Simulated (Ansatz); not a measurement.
# Sn: pressure up to the limit of the methods, part 1 of 2

How does Sn (omega type) answer strong compression, and how long do frozen cores keep up with all electrons? Methods of the runs shown: LAPW, crystal datasets and norm-conserving. Companion runs by PAW are cited. Its runs: the reference run (LAPW); volume scaled by 1 (crystal datasets and norm-conserving); volume scaled by 0.95 (LAPW); volume scaled by 0.85 (LAPW); volume scaled by 0.55 (LAPW); volume scaled by 0.4 (LAPW, crystal datasets and norm-conserving).

Computed with Ansatz 0.2.0 (DFT PBE, with the methods named in each step, unless a step's input says otherwise).

**1. The starting structure**

It takes space group P6/mmm (No. 191, hexagonal). The conventional cell has a = 5.388 Å, b = 5.388 Å, c = 3.328 Å, α = 90.00°, β = 90.00°, γ = 120.00°. Sn (site symmetry 6/mmm) is surrounded by 14 Sn at 3.33 to 3.53 Å. Sn (site symmetry -6m2) has 11 Sn at 3.11 to 3.53 Å as nearest neighbours.

Coordinates:

```cif
data_structure
_symmetry_space_group_name_H-M 'P6/mmm'
_symmetry_Int_Tables_number 191
_cell_length_a 5.3875
_cell_length_b 5.3875
_cell_length_c 3.3282
_cell_angle_alpha 90.000
_cell_angle_beta 90.000
_cell_angle_gamma 120.000
_cell_volume 83.66
loop_
_atom_site_label
_atom_site_type_symbol
_atom_site_symmetry_multiplicity
_atom_site_Wyckoff_symbol
_atom_site_fract_x
_atom_site_fract_y
_atom_site_fract_z
_atom_site_occupancy
Sn1 Sn 1 a 0.00000 0.00000 0.00000 1
Sn2 Sn 2 d 0.33333 0.66667 0.50000 1
```

The file gives the conventional cell by its symmetry; the runs use the cell typed in the input.

Whether this phase is the stable one at these pressures isn't tested.

Atoms are numbered in the order of the input: Sn1, Sn2, Sn3.

**2. The reference volume, LAPW**

File input.yaml:

```yaml
crystal:
  lattice:
    - [5.3875038159, 0.0, 0.0]
    - [-2.6937519079, 4.6657151675, 0.0]
    - [0.0, 0.0, 3.3282346825]
  atoms:
    - { symbol: Sn, position: [0.0, 0.0, 0.0] }
    - { symbol: Sn, position: [0.3333333333, 0.6666666667, 0.5] }
    - { symbol: Sn, position: [0.6666666667, 0.3333333333, 0.5] }
kpoints:
  mp_grid: { grid: [7, 7, 9] }
  band_path:
    path:
      - [0.0, 0.0, 0.0]
      - [0.5, 0.0, 0.0]
      - [0.3333333333, 0.3333333333, 0.0]
      - [0.0, 0.0, 0.0]
      - [0.0, 0.0, 0.5]
      - [0.5, 0.0, 0.5]
      - [0.3333333333, 0.3333333333, 0.5]
      - [0.0, 0.0, 0.5]
      - [0.5, 0.0, 0.5]
    npoints: 14
scf:
  occupations: { method: fermi_dirac, width: 0.1 }
hamiltonian:
  xc: pbe
  pseudopotentials: { kind: all_electron, lapw: { basis_error: 0.001 } }
output:
  forces: true
  stress: true
  eigenvalues: true
  populations: true
  dos: { projected: true, de: 0.2, e_range: [-14, 8] }
```

Started as:

```console
ansatz run input.yaml --threads 1 --pin off --max-ram 3072MiB --backend cpu --events-out ev --progress --plain --runs-dir out
```

What it wrote:

```text
Sn: projections on atomic orbitals take those of the free atom 1s2 2s2 2p6 3s2 3p6 3d10 4s2 4p6 4d10 5s2 5p2, of charge +0.00 (hamiltonian.pseudopotentials.projection_atoms)
LAPW: plane waves up to 7.186 Å⁻¹, error target 1.0e-3 eV per atom; small_component_spin mean_spin; Sn in spheres of 1.555 Å, 22 of its electrons in bands, Dirac shells []
Engine: ansatz 0.2.0
Pseudopotentials: kind: all_electron
Pseudopotential: Sn, LAPW, valence charge 22, Koelling and Harmon's equation, gaussian nucleus
Functional definition: PBE
  parameter kappa = 0.804
  parameter beta = 0.06672455060314922
  exchange = pbe_x(kappa = kappa, mu = beta*pi^2/3)
  correlation = pbe_c(beta = beta)
Crystal: 3 atoms, lattice volume = 83.660 Å³
Basis set: ecut = 196.7526537432726 eV, 511 PW (Γ), exchange–correlation at level 2
Bands: 40, of which v1, the nominal top of the filled ones, is band 33 counted from 1 (32 counted from 0)
Symmetry: 24 space group operations
Space group: P6/mmm (ITA 191), of the structure as read, at distance tolerance 4.4e-5 Å
k-points: 40 of 441
Non-local potential: Sn, projectors of the file, none
Initial density: superposition of atomic densities (chi_scale 0.1, normalization cell)
Initial wavefunctions: plane waves of lowest kinetic energy (no species holds an atomic orbital)
Functional: x = pbe(κ = 0.804, μ = 0.2195149727645171), c = pbe(β = 0.06672455060314922)
iter 1 solved again at ethr=1.12e-4 eV; its pass at ethr=1.00e-1 eV (dr2=7.41e-2 eV) is discarded
SCF iter   1: F=—  HF=-504268.150969 eV  |F-HF|=—  |Δ(HF+E_count)|=         —  Δρ=7.53e-3  dr2=7.41e-2  ethr=1.12e-4  ⟨swp⟩=3.0  Hψ=10460  notcnv=0
preconditioner: auto → Kerker (q_TF=auto, 2.623 Å⁻¹)  [metal: Δε(μ)=0.036 eV  Ē_g=20.152 eV  σ=0.100 eV  W_gap=0.09  n_scr=26 (ndim 8)  ℏωp=26.3 eV  f_vac=0.000  D(μ)=1.52/eV (n_scr^D=6)]
SCF iter   2: F=—  HF=-504268.109841 eV  |F-HF|=—  |Δ(HF+E_count)|=   4.11e-2  Δρ=4.90e-3  dr2=3.80e-2  ethr=1.12e-4  ⟨swp⟩=2.0  Hψ=4821  notcnv=0
SCF iter   3: F=—  HF=-504268.102508 eV  |F-HF|=—  |Δ(HF+E_count)|=   7.33e-3  Δρ=2.57e-3  dr2=1.20e-2  ethr=5.76e-5  ⟨swp⟩=2.0  Hψ=4821  notcnv=0
SCF iter   4: F=—  HF=-504268.100587 eV  |F-HF|=—  |Δ(HF+E_count)|=   1.92e-3  Δρ=1.09e-3  dr2=2.52e-3  ethr=1.82e-5  ⟨swp⟩=2.0  Hψ=4821  notcnv=0
iter 5 solved again at ethr=6.45e-8 eV; its pass at ethr=3.82e-6 eV (dr2=4.26e-5 eV) is discarded
SCF iter   5: F=—  HF=-504268.100580 eV  |F-HF|=—  |Δ(HF+E_count)|=   6.20e-6  Δρ=2.02e-4  dr2=4.25e-5  ethr=6.45e-8  ⟨swp⟩=2.0  Hψ=8100  notcnv=0
SCF iter   6: F=—  HF=-504268.100584 eV  |F-HF|=—  |Δ(HF+E_count)|=   4.05e-6  Δρ=9.74e-5  dr2=1.11e-5  ethr=6.44e-8  ⟨swp⟩=2.0  Hψ=4821  notcnv=0
SCF iter   7: F=—  HF=-504268.100587 eV  |F-HF|=—  |Δ(HF+E_count)|=   2.78e-6  Δρ=2.18e-5  dr2=5.60e-7  ethr=1.68e-8  ⟨swp⟩=2.0  Hψ=4823  notcnv=0
SCF iter   8: F=—  HF=-504268.100586 eV  |F-HF|=—  |Δ(HF+E_count)|=   1.58e-6  Δρ=1.29e-5  dr2=2.17e-7  ethr=8.48e-10  ⟨swp⟩=2.2  Hψ=4839  notcnv=0
SCF iter   9: F=-504268.100586 eV  HF=-504268.100586 eV  |F-HF|=9.20e-9  |Δ(HF+E_count)|=   1.71e-8  Δρ=4.03e-6  dr2=2.47e-8  ethr=3.29e-10  ⟨swp⟩=2.0  Hψ=4823  notcnv=0
SCF 1 converged in 9 iterations: F = -504268.100586 eV  dr2 = 2.47e-8
NSCF: frozen V_eff on 113 k-points
SCF converged after 9 iterations
Free energy (F): -504268.100586 eV
Harris-Foulkes:  -504268.100586 eV  (|F-HF|=9.20e-9)
Internal energy: -504268.046730 eV  (E = F + TS)
E sigma→0 (E₀):  -504268.073658 eV
Entropy (-TS):   -0.053855 eV (-17.952 meV/atom)
Fermi energy:    13.417122 eV
--- Per-component energies (eV) ---
  E_band       = -2129.185727
  E_kinetic    = 530349.740187
  E_xc         = -13492.260972
  E_electrostatic = -1021125.525945  (all electrons and nuclei)
  E_smearing   = -0.053855  (= −TS)
  E_closure    = 0.000000  (closes the sum)
  E_atoms      = -504256.831037  (free atoms, spherical and without spin; not in F)
  Σ components = -504268.100586   (vs F -504268.100586, Δ=0.00e0)
  Basis errors (estimates in eV, not in F): energy 3.0e-4 per atom: plane waves 3.0e-4 (1.6e-4 summed), levels above the bands 1.2e-20, relativity 4.3e-8, radial functions 6.1e-6, core shells 1.4e-9; eigenvalues (radial functions only) 2.8e-7; not estimated: angular momenta, meshes, grids; target (lapw.basis_error) 1.0e-3; muffin-tin radii Sn 1.555 Å
--- Forces (eV/Å), atoms counted from 1 ---
  atom   1  Sn     0.00000000     0.00000000     0.00000000
  atom   2  Sn     0.00000000     0.00000000    -0.00000000
  atom   3  Sn    -0.00000000    -0.00000000     0.00000000
  max |Σ_I F_I| component: 5.78e-19 eV/Å
--- Stress (GPa, compression-positive) ---
        0.042546       0.000000       0.000000
        0.000000       0.042546       0.000000
        0.000000       0.000000      -0.023961
  P = ⅓ Tr σ = 0.0204 GPa (0.204 kbar)
--- Band table (eV; the first three rows and the last of 40) ---
  k-point 0: bands = ["-116.2741", "-116.0575", "-116.0571", "-72.0645", "-72.0645", "-72.0424", "-71.8445", "-71.8445", "-71.8406", "-71.8406", "-71.8373", "-71.8368", "-8.3470", "-8.2836", "-8.2836", "-8.2416", "-8.2416", "-8.1976", "-8.1194", "-8.1194", "-8.0840", "-8.0587", "-8.0587", "-8.0320", "-8.0320", "-7.9907", "-7.9907", "2.4146", "7.8246", "8.2097", "10.8885", "10.8885", "11.0320", "11.0320", "16.0301", "19.5375", "20.9444", "21.0694", "21.2317", "21.2317"]
  k-point 1: bands = ["-116.2741", "-116.0575", "-116.0571", "-72.0645", "-72.0645", "-72.0426", "-71.8445", "-71.8445", "-71.8406", "-71.8406", "-71.8375", "-71.8370", "-8.3279", "-8.2852", "-8.2852", "-8.2501", "-8.2501", "-8.1804", "-8.1191", "-8.1191", "-8.0647", "-8.0630", "-8.0630", "-8.0294", "-8.0294", "-7.9961", "-7.9961", "2.5856", "7.9309", "8.3690", "11.0408", "11.0408", "11.2138", "11.2138", "14.4321", "19.5327", "19.6637", "20.7162", "20.7162", "21.4692"]
  k-point 2: bands = ["-116.2741", "-116.0575", "-116.0571", "-72.0644", "-72.0644", "-72.0432", "-71.8445", "-71.8445", "-71.8405", "-71.8405", "-71.8381", "-71.8375", "-8.2898", "-8.2898", "-8.2793", "-8.2706", "-8.2706", "-8.1369", "-8.1182", "-8.1182", "-8.0733", "-8.0733", "-8.0258", "-8.0258", "-8.0155", "-8.0076", "-8.0076", "3.0968", "8.1577", "8.8460", "11.4749", "11.4749", "11.7522", "11.7522", "12.2668", "17.1539", "17.2964", "19.1304", "19.1304", "20.5681"]
  k-point 39: bands = ["-116.2741", "-116.0573", "-116.0572", "-72.0644", "-72.0644", "-72.0442", "-71.8447", "-71.8428", "-71.8420", "-71.8402", "-71.8389", "-71.8388", "-8.2967", "-8.2963", "-8.2819", "-8.2783", "-8.2031", "-8.1857", "-8.1173", "-8.1116", "-8.0966", "-8.0879", "-8.0659", "-8.0324", "-7.9511", "-7.9491", "-7.9378", "6.6040", "7.4091", "7.4285", "9.5361", "10.2268", "10.7321", "14.2540", "14.6554", "16.0818", "16.1155", "17.0383", "19.2482", "20.1366"]
--- Löwdin populations: 3 sites ---
  site symbol       q [e]
     0     Sn     49.8949
     1     Sn     50.0089
     2     Sn     50.0089
  spilling = 0.000582 (of n_electrons = 150.000000)
```

Wall time 41 s (1 thread of Arm Neoverse V2, shared host); peak memory 0.37 GiB.

Result: pressure 0.02 GPa; no gap.

At the corners of the path (eV, zero at the Fermi level):

| point | band 31 | band 32 | band 33 | band 34 | band 35 | band 36 | band 37 |
| --- | --- | --- | --- | --- | --- | --- | --- |
| Γ | -2.53 | -2.53 | -2.39 | -2.39 | 2.61 | 6.12 | 7.53 |
| M | -4.39 | 1.10 | 1.25 | 2.66 | 3.01 | 4.06 | 4.44 |
| K | -1.24 | -0.91 | -0.91 | 4.44 | 4.44 | 4.94 | 5.08 |
| Γ | -2.53 | -2.53 | -2.39 | -2.39 | 2.61 | 6.12 | 7.53 |
| A | -1.41 | -1.02 | -0.67 | -0.67 | -0.27 | 0.67 | 0.67 |
| L | -3.95 | -2.58 | -1.63 | -1.58 | 0.08 | 3.43 | 4.07 |
| H | -4.21 | -3.33 | -3.33 | 1.33 | 2.38 | 2.38 | 2.61 |
| A | -1.41 | -1.02 | -0.67 | -0.67 | -0.27 | 0.67 | 0.67 |
| L | -3.95 | -2.58 | -1.63 | -1.58 | 0.08 | 3.43 | 4.07 |

States per cell in windows of 1 eV (zero at the Fermi level; grid of 0.20 eV, so sharp peaks spill over the borders):

| from | to | total | Sn 5p | Sn 5s |
| --- | --- | --- | --- | --- |
| -10 | -9 | 0.67 | 0.25 | 0.42 |
| -9 | -8 | 0.86 | 0.33 | 0.53 |
| -8 | -7 | 1.11 | 0.38 | 0.72 |
| -7 | -6 | 1.59 | 0.40 | 1.18 |
| -6 | -5 | 1.18 | 0.22 | 0.95 |
| -5 | -4 | 0.26 | 0.08 | 0.18 |
| -4 | -3 | 1.03 | 0.87 | 0.15 |
| -3 | -2 | 1.62 | 1.35 | 0.25 |
| -2 | -1 | 1.61 | 1.32 | 0.26 |
| -1 | 0 | 1.66 | 1.38 | 0.24 |
| 0 | 1 | 1.88 | 1.58 | 0.23 |
| 1 | 2 | 1.79 | 1.54 | 0.17 |
| 2 | 3 | 1.92 | 1.61 | 0.18 |
| 3 | 4 | 1.95 | 1.64 | 0.12 |
| 4 | 5 | 2.32 | 1.89 | 0.09 |

**3. Volume scaled by 1, crystal datasets**

File input.yaml:

```yaml
crystal:
  lattice:
    - [5.3875038159, 0.0, 0.0]
    - [-2.6937519079, 4.6657151675, 0.0]
    - [0.0, 0.0, 3.3282346825]
  atoms:
    - { symbol: Sn, position: [0.0, 0.0, 0.0] }
    - { symbol: Sn, position: [0.3333333333, 0.6666666667, 0.5] }
    - { symbol: Sn, position: [0.6666666667, 0.3333333333, 0.5] }
kpoints:
  mp_grid: { grid: [7, 7, 9] }
scf:
  occupations: { method: fermi_dirac, width: 0.1 }
hamiltonian:
  xc: pbe
  pseudopotentials: { kind: all_electron, datasets: crystal }
output:
  forces: true
  stress: true
  eigenvalues: true
```

Started as:

```console
ansatz run input.yaml --threads 1 --pin off --max-ram 3072MiB --backend cpu --events-out ev --progress --plain --runs-dir out
```

What it wrote, shortened:

```text
[...]
band count auto-derived: 30 (N_el = 42.0; filled up to band 21; 26 by the electrons, moments and atoms)
[...]
Pseudopotentials: kind: all_electron
Pseudopotential: Sn, paw, valence charge 14, recommended cutoff 240 eV (normal), Koelling and Harmon's equation, gaussian nucleus
Functional definition: PBE
[...]
Crystal: 3 atoms, lattice volume = 83.660 Å³
Basis set: ecut = 240 eV, 693 PW (Γ), exchange–correlation on 60×60×36 points (8 copies of the dense FFT grid, shifted against one another)
Bands: 30, of which v1, the nominal top of the filled ones, is band 21 counted from 1 (20 counted from 0)
Symmetry: 24 space group operations
Space group: P6/mmm (ITA 191), of the structure as read, at distance tolerance 4.4e-5 Å
k-points: 40 of 441
[...]
Past the cutoffs: a stress includes 0.0027 GPa for waves and charges beyond them, in addition to the slope of what the spheres take
In the spheres:  the bands' charges fall short by 7.7e-7 e at most (sound up to 1e-3)
Fermi energy:    13.417160 eV
[...]
  The terms above E_closure are by the made datasets' own strengths, without shells solved beside the bands.
--- Forces (eV/Å), atoms counted from 1 ---
  atom   1  Sn     0.00000000     0.00000000     0.00000000
  atom   2  Sn    -0.00000000     0.00000000    -0.00000000
  atom   3  Sn     0.00000000    -0.00000000     0.00000000
[...]
--- Stress (GPa, compression-positive) ---
        0.041561       0.000000       0.000000
        0.000000       0.041561       0.000000
        0.000000       0.000000      -0.025560
  P = ⅓ Tr σ = 0.0192 GPa (0.192 kbar)
--- Band table (eV; the first three rows and the last of 40) ---
[... band rows left out ...]
[...]
```

Wall time 10 s (1 thread of Arm Neoverse V2, shared host); peak memory 0.45 GiB.

Result: pressure 0.02 GPa; no gap.

**4. Volume scaled by 1, norm-conserving**

input.yaml, as its differences from that of step 3:

```diff
@@ -15,3 +15,3 @@
   xc: pbe
-  pseudopotentials: { kind: all_electron, datasets: crystal }
+  pseudopotentials: { kind: nc }
 output:
```

Started as:

```console
ansatz run input.yaml --threads 1 --pin off --max-ram 3072MiB --backend cpu --events-out ev --progress --plain --runs-dir out
```

What it wrote, shortened:

```text
[...]
Pseudopotentials: kind: nc
Pseudopotential: Sn, nc, valence charge 14, recommended cutoff 979.609905 eV (normal), Sn.nc.azcp
Functional definition: PBE
[...]
Crystal: 3 atoms, lattice volume = 83.660 Å³
Basis set: ecut = 979.609905 eV, 5855 PW (Γ), exchange–correlation on 120×120×72 points (8 copies of the dense FFT grid, shifted against one another)
Bands: 26, of which v1, the nominal top of the filled ones, is band 21 counted from 1 (20 counted from 0)
Symmetry: 24 space group operations
Space group: P6/mmm (ITA 191), of the structure as read, at distance tolerance 4.4e-5 Å
k-points: 40 of 441
[...]
SCF iter   1: F=—  HF=-6623.736885 eV  |F-HF|=—  |Δ(HF+E_count)|=         —  Δρ=1.12e-2  dr2=1.66e-1  ethr=3.10e-3  ⟨swp⟩=13.1  Hψ=7938  notcnv=0
[...]
SCF iter   7: F=-6623.679558 eV  HF=-6623.679558 eV  |F-HF|=1.00e-10  |Δ(HF+E_count)|=   2.32e-8  Δρ=2.38e-6  dr2=3.62e-9  ethr=2.38e-10  ⟨swp⟩=12.5  Hψ=6407  notcnv=0
[...]
SCF converged after 7 iterations
Free energy (F): -6623.679558 eV
[...]
E sigma→0 (E₀):  -6623.652633 eV
Entropy (-TS):   -0.053850 eV (-17.950 meV/atom)
Fermi energy:    10.728115 eV
[...]
--- Forces (eV/Å), atoms counted from 1 ---
  atom   1  Sn     0.00000000    -0.00000000     0.00000000
  atom   2  Sn     0.00000000     0.00000000    -0.00000000
  atom   3  Sn    -0.00000000    -0.00000000     0.00000000
[...]
--- Stress (GPa, compression-positive) ---
        0.056355       0.000000       0.000000
        0.000000       0.056355       0.000000
        0.000000       0.000000      -0.011657
  P = ⅓ Tr σ = 0.0337 GPa (0.337 kbar)
--- Band table (eV; the first three rows and the last of 40) ---
  k-point 0: bands = ["-11.0368", "-10.9759", "-10.9759", "-10.9321", "-10.9321", "-10.8873", "-10.8102", "-10.8102", "-10.7738", "-10.7491", "-10.7491", "-10.7227", "-10.7227", "-10.6812", "-10.6812", "-0.2756", "5.1346", "5.5197", "8.1991", "8.1991", "8.3427", "8.3427", "13.3417", [...]
[...]
```

It took 20 s on 1 thread of Arm Neoverse V2, shared host; peak memory 0.47 GiB.

Result: pressure 0.03 GPa; no gap.

**5. Volume scaled by 0.95, LAPW**

input.yaml, as its differences from that of step 4:

```diff
@@ -2,5 +2,5 @@
   lattice:
-    - [5.3875038159, 0.0, 0.0]
-    - [-2.6937519079, 4.6657151675, 0.0]
-    - [0.0, 0.0, 3.3282346825]
+    - [5.3061518686, 0.0, 0.0]
+    - [-2.6530759343, 4.5952623146, 0.0]
+    - [0.0, 0.0, 3.2595179501]
   atoms:
@@ -15,3 +15,3 @@
   xc: pbe
-  pseudopotentials: { kind: nc }
+  pseudopotentials: { kind: all_electron, lapw: { basis_error: 0.001 } }
 output:
@@ -20 +20,2 @@
   eigenvalues: true
+  populations: true
```

Started as:

```console
ansatz run input.yaml --threads 1 --pin off --max-ram 3072MiB --backend cpu --events-out ev --progress --plain --runs-dir out
```

What it wrote, shortened:

```text
Sn: projections on atomic orbitals take those of the free atom 1s2 2s2 2p6 3s2 3p6 3d10 4s2 4p6 4d10 5s2 5p2, of charge +0.00 (hamiltonian.pseudopotentials.projection_atoms)
LAPW: plane waves up to 7.329 Å⁻¹, error target 1.0e-3 eV per atom; small_component_spin mean_spin; Sn in spheres of 1.532 Å, 22 of its electrons in bands, Dirac shells []
[...]
Pseudopotentials: kind: all_electron
Pseudopotential: Sn, LAPW, valence charge 22, Koelling and Harmon's equation, gaussian nucleus
Functional definition: PBE
[...]
Crystal: 3 atoms, lattice volume = 79.477 Å³
Basis set: ecut = 204.64969442723606 eV, 511 PW (Γ), exchange–correlation at level 2
Bands: 40, of which v1, the nominal top of the filled ones, is band 33 counted from 1 (32 counted from 0)
Symmetry: 24 space group operations
Space group: P6/mmm (ITA 191), of the structure as read, at distance tolerance 4.3e-5 Å
k-points: 40 of 441
[...]
SCF iter   9: F=-504268.066512 eV  HF=-504268.066512 eV  |F-HF|=9.95e-9  |Δ(HF+E_count)|=   1.98e-9  Δρ=4.37e-6  dr2=2.63e-8  ethr=3.45e-10  ⟨swp⟩=2.1  Hψ=4798  notcnv=0
[...]
SCF converged after 9 iterations
Free energy (F): -504268.066512 eV
[...]
E sigma→0 (E₀):  -504268.040003 eV
Entropy (-TS):   -0.053018 eV (-17.673 meV/atom)
Fermi energy:    14.336576 eV
[...]
--- Forces (eV/Å), atoms counted from 1 ---
  atom   1  Sn    -0.00000000     0.00000000     0.00000000
  atom   2  Sn     0.00000000     0.00000000     0.00000000
  atom   3  Sn     0.00000000    -0.00000000     0.00000000
[...]
--- Stress (GPa, compression-positive) ---
        2.725907       0.000000       0.000000
        0.000000       2.725907       0.000000
        0.000000       0.000000       2.734404
  P = ⅓ Tr σ = 2.7287 GPa (27.287 kbar)
--- Band table (eV; the first three rows and the last of 40) ---
[...]
--- Löwdin populations: 3 sites ---
  site symbol       q [e]
     0     Sn     49.8949
     1     Sn     50.0060
     2     Sn     50.0060
  spilling = 0.000620 (of n_electrons = 150.000000)
```

Run time: 23 s. Hardware: 1 thread of Arm Neoverse V2, shared host; peak memory 0.37 GiB.

Read from it: pressure 2.73 GPa; no gap.

**6. Volume scaled by 0.85, LAPW**

input.yaml, as its differences from that of step 5:

```diff
@@ -2,5 +2,5 @@
   lattice:
-    - [5.3061518686, 0.0, 0.0]
-    - [-2.6530759343, 4.5952623146, 0.0]
-    - [0.0, 0.0, 3.2595179501]
+    - [5.1278730768, 0.0, 0.0]
+    - [-2.5639365384, 4.4408683519, 0.0]
+    - [0.0, 0.0, 3.1227233802]
   atoms:
```

Started as:

```console
ansatz run input.yaml --threads 1 --pin off --max-ram 3072MiB --backend cpu --events-out ev --progress --plain --runs-dir out
```

What it wrote, shortened:

```text
Sn: projections on atomic orbitals take those of the free atom 1s2 2s2 2p6 3s2 3p6 3d10 4s2 4p6 4d10 5s2 5p2, of charge +0.00 (hamiltonian.pseudopotentials.projection_atoms)
LAPW: plane waves up to 7.655 Å⁻¹, error target 1.0e-3 eV per atom; small_component_spin mean_spin; Sn in spheres of 1.480 Å, 22 of its electrons in bands, Dirac shells []
[...]
Pseudopotentials: kind: all_electron
Pseudopotential: Sn, LAPW, valence charge 22, Koelling and Harmon's equation, gaussian nucleus
Functional definition: PBE
[...]
Crystal: 3 atoms, lattice volume = 71.111 Å³
Basis set: ecut = 223.28033502470788 eV, 547 PW (Γ), exchange–correlation at level 2
Bands: 40, of which v1, the nominal top of the filled ones, is band 33 counted from 1 (32 counted from 0)
Symmetry: 24 space group operations
Space group: P6/mmm (ITA 191), of the structure as read, at distance tolerance 4.1e-5 Å
k-points: 40 of 441
[...]
SCF iter   9: F=-504267.725163 eV  HF=-504267.725163 eV  |F-HF|=1.11e-8  |Δ(HF+E_count)|=   5.47e-8  Δρ=5.02e-6  dr2=2.91e-8  ethr=3.92e-10  ⟨swp⟩=2.3  Hψ=4582  notcnv=0
[...]
SCF converged after 9 iterations
Free energy (F): -504267.725163 eV
[...]
E sigma→0 (E₀):  -504267.699986 eV
Entropy (-TS):   -0.050355 eV (-16.785 meV/atom)
Fermi energy:    16.501004 eV
[...]
--- Forces (eV/Å), atoms counted from 1 ---
  atom   1  Sn    -0.00000000    -0.00000000     0.00000000
  atom   2  Sn     0.00000000    -0.00000000     0.00000000
  atom   3  Sn    -0.00000000     0.00000000    -0.00000000
[...]
--- Stress (GPa, compression-positive) ---
       11.176082       0.000000      -0.000000
        0.000000      11.176082       0.000000
       -0.000000       0.000000      11.140685
  P = ⅓ Tr σ = 11.1643 GPa (111.643 kbar)
--- Band table (eV; the first three rows and the last of 40) ---
[...]
--- Löwdin populations: 3 sites ---
  site symbol       q [e]
     0     Sn     49.8964
     1     Sn     49.9990
     2     Sn     49.9990
  spilling = 0.000705 (of n_electrons = 150.000000)
```

Run time: 23 s. Hardware: 1 thread of Arm Neoverse V2, shared host; peak memory 0.37 GiB.

Read from it: pressure 11.16 GPa; no gap.

(Continued in part 2 of 2.)
